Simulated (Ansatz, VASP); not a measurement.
# PbO: VASP beside Ansatz

File INCAR:

```
PREC = Accurate
ENCUT = 520
EDIFF = 1E-7
ISMEAR = 0
SIGMA = 0.02
LREAL = F
LASPH = T
NELM = 100
ALGO = Fast
ISIF = 2
LWAVE = F
LCHARG = F
LDIPOL = T
IDIPOL = 3
DIPOL = 0.5 0.5 0.500
GGA = PE
IVDW = 12
NBANDS = 28
```

File KPOINTS:

```
Automatic mesh
0
Gamma
  6 6 1
```

Contents of POSCAR:

```
PbO
1.0
    4.3330000000      0.0000000000      0.0000000000
    0.0000000000      4.3330000000      0.0000000000
    0.0000000000      0.0000000000     30.7493267952
Pb O
2 2
Direct
    0.5000000000      0.0000000000      0.4580316015
    0.0000000000      0.5000000000      0.5419683985
    0.0000000000      0.0000000000      0.5000000000
    0.5000000000      0.5000000000      0.5000000000
```

Input for Ansatz:

```yaml
crystal:
  lattice:
    - [4.333, 0.0, 0.0]
    - [0.0, 4.333, 0.0]
    - [0.0, 0.0, 30.7493267952]
  atoms:
    - { symbol: Pb, position: [0.5, 0.0, 0.4580316015] }
    - { symbol: O, position: [0.0, 0.0, 0.5] }
    - { symbol: O, position: [0.5, 0.5, 0.5] }
    - { symbol: Pb, position: [0.0, 0.5, 0.5419683985] }
  periodic: [true, true, false]
basis:
  ecutwfc: 420
kpoints:
  mp_grid: { grid: [6, 6, 1] }
hamiltonian:
  xc: pbe
  dispersion: d3bj
scf:
  occupations: { method: gaussian, width: 0.02 }
output:
  forces: true
  stress: true
  eigenvalues: true
  write_density: true
  write_potential: true
  elf: true
  volumetric_format: npy
```

Alike in both runs: task single point; functional PBE; dispersion D3(BJ); k mesh 6 × 6 × 1; occupations gaussian, width 0.02 eV; no spin polarisation.

```csv
,VASP,Ansatz
version,VASP 6.6.1,Ansatz 0.2.0
potentials or method,"VASP PAW PBE potentials, release 64 (Pb_d, O)","scalar-relativistic, plane waves, PAW"
plane-wave cutoff (eV),520,420
valence electrons in the cell,40,40
```

|  | VASP | Ansatz | Ansatz less VASP |
| --- | --- | --- | --- |
| gap on the k mesh at the Fermi level (eV) | 2.10 | 2.11 | +0.007 |
| least direct gap on the mesh (eV) | 2.11 | 2.12 | +0.006 |
| rms of the force components (eV/Å) | 0.882 | 0.889 | +0.0071 |

With one functional, cell and mesh, what is left measures potentials, basis and numerics. Ansatz warned: «xc_potential_rough_in_thin_density».

Caveats: spin-orbit coupling is left out, which as a rule narrows the gap of such compounds by several tenths of an eV.
